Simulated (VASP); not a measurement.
A run of VASP 6.6.1:

File INCAR:

```
SYSTEM = Cu3Au
  PREC = Accurate
  ENCUT = 600
  EDIFF = 1E-7
  ISMEAR = 1
  SIGMA = 0.1
  LREAL = .False.
  LASPH = .True.
  NELM = 80
  ALGO = Normal
  ISIF = 3
  LWAVE = .False.
  LCHARG = .False.
  GGA = PS
  IBRION = 2
  NSW = 90
  EDIFFG = -0.005
```

File KPOINTS:

```
Automatic mesh
0
Gamma
  10 10 10
  0 0 0
```

The input POSCAR:

```
Cu3Au                                   
1.0
    3.7142556047      0.0000000000      0.0000000000
    0.0000000000      3.7142556047      0.0000000000
   -0.0000000000     -0.0000000000      3.7142556047
  Cu              Au            
     3     1
Direct
     0.0000000000000000    0.5000000000000000    0.5000000000000000
     0.5000000000000000    0.0000000000000000    0.5000000000000000
     0.5000000000000000    0.5000000000000000    0.0000000000000000
     0.0000000000000000    0.0000000000000000    0.0000000000000000
```

Potentials or basis: VASP PAW PBE potentials, release 64 (Cu, Au).

Command:

```bash
$ cat potpaw_PBE.64/Cu/POTCAR potpaw_PBE.64/Au/POTCAR > POTCAR
$ mpirun -np 1 vasp_std > vasp.out
```

Hardware: 1 thread of AMD EPYC 7R43 64-Core Processor (Zen 3), on a shared host.

**Question.** How long does it take, and how much memory?

**Answer.** Wall time 6.8 min on 1 thread of AMD EPYC 7R43 64-Core Processor (Zen 3), on a shared host, peak memory 0.2 GiB. Counts: scf iterations 31, k points 56, ion steps 3.
